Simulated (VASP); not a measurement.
**CoO: optical spectrum with PBE**

The system is CoO.

```xyz
2
Lattice="2.8285 0.0000 0.0000 -1.4142 2.4495 0.0000 0.0000 0.0000 2.7217" Properties=species:S:1:pos:R:3 pbc="T T T"
Co    0.0000    0.0000    1.3609
O     1.4142    0.8165    0.0000
```

The cell was built by a generator and needn't be a form met in nature.

```yaml
Program: VASP 6.6.1
Task: optical spectrum
Functional: PBE
Potentials_or_basis: VASP PAW PBE potentials, release 64 (Co, O)
Cutoff: 520 eV
k_mesh: 11 × 11 × 10
Occupations: gaussian, width 0.02 eV
Spin: collinear spin, ferromagnetic start
Starting_moments: "[2.0, 0.0] μB"
Further_INCAR_settings: ALGO = Normal; EDIFF = 1e-06; NBANDS = 56
```

```yaml
Pressure: -0.5 GPa
Band_gap_on_the_k_mesh: none (metal or under the smearing width)
Net_moment: 3.00 μB per cell
Site_moments: Co +2.55; O +0.41 μB
Valence_electrons_inside_the_program's_atomic_spheres: Co 7.85; O 4.97
```

Stress tensor (GPa, compression positive):
```
-0.28  0.00  0.00
 0.00 -0.28  0.00
 0.00  0.00 -1.00
```

Levels at points of the mesh, in eV from the Fermi level:
Spin up:
| k point | band 7 | band 8 | band 9 | band 10 | band 11 | band 12 |
| --- | --- | --- | --- | --- | --- | --- |
| (0.00, 0.00, 0.00) | -2.93 | -1.02 | -1.02 | 0.71 | 14.68 | 16.14 |
| (0.00, 0.00, 0.50) | -2.21 | -1.26 | -1.26 | 6.85 | 6.91 | 21.46 |
Spin down:
| k point | band 2 | band 3 | band 4 | band 5 | band 6 | band 7 | band 8 | band 9 | band 10 | band 11 |
| --- | --- | --- | --- | --- | --- | --- | --- | --- | --- | --- |
| (0.00, 0.00, 0.00) | -3.68 | -3.68 | -2.97 | -2.66 | 0.26 | 0.26 | 0.82 | 0.82 | 1.30 | 15.09 |
| (0.00, 0.00, 0.50) | -8.27 | -3.03 | -3.03 | -0.99 | -0.99 | -0.12 | 0.94 | 0.94 | 7.36 | 7.53 |

Dielectric function (mean over the directions given):
| energy (eV) | real part | imaginary part |
| --- | --- | --- |
| 0.28 | 6.78 | 104.34 |
| 0.70 | 1.60 | 16.02 |
| 1.26 | 6.91 | 8.72 |
| 1.67 | 1.29 | 9.31 |
| 2.23 | -2.68 | 7.23 |
| 2.79 | 2.55 | 3.14 |
| 3.21 | 4.06 | 1.11 |
| 3.77 | 6.36 | 5.42 |
| 4.18 | 5.22 | 9.19 |
| 4.74 | 2.78 | 6.58 |
| 5.30 | 2.13 | 4.14 |
| 5.72 | 1.50 | 3.59 |
| 6.28 | 2.01 | 4.15 |
| 6.83 | 1.64 | 3.05 |
| 7.25 | 1.04 | 4.55 |
| 7.81 | 0.43 | 4.09 |
| 8.23 | 0.11 | 2.16 |
| 8.79 | 0.21 | 1.44 |
| 9.34 | 0.92 | 1.08 |
| 9.76 | 1.52 | 1.91 |
| 10.32 | 1.31 | 2.09 |
| 10.74 | 1.63 | 2.73 |
| 11.30 | 1.28 | 2.18 |
| 11.85 | 1.95 | 2.26 |
| 12.27 | 1.46 | 3.43 |
| 12.83 | 0.60 | 3.21 |
| 13.39 | 0.81 | 1.74 |
| 13.81 | 1.05 | 1.64 |
| 14.36 | 1.20 | 1.71 |
| 14.78 | 1.56 | 2.28 |
| 15.34 | 0.84 | 2.45 |
| 15.90 | 0.82 | 1.94 |
| 16.32 | 0.68 | 2.87 |
| 16.88 | 0.66 | 2.22 |
| 17.29 | 0.76 | 2.03 |
| 17.85 | 0.44 | 1.75 |
| 18.41 | 0.92 | 2.02 |
| 18.83 | 0.60 | 2.06 |
| 19.39 | -0.14 | 2.27 |
| 19.94 | -0.28 | 1.67 |

It took 7.9 min on 1 thread of AMD EPYC 7R43 64-Core Processor (Zen 3), on a shared host, peak memory 0.48 GiB.

Caveat: spectra need much finer meshes, so this one isn't converged; independent-particle spectra lack excitons; the intraband (Drude) part of a metal's response may be missing; a cell with one magnetic atom can't hold antiferromagnetic order, which such compounds often take; semilocal functionals often make such compounds metallic where correlation or magnetic order opens a gap, which also shifts bond lengths. With open d or f shells a metallic result of PBE can be an artefact of self-interaction; +U or a hybrid may open a gap.
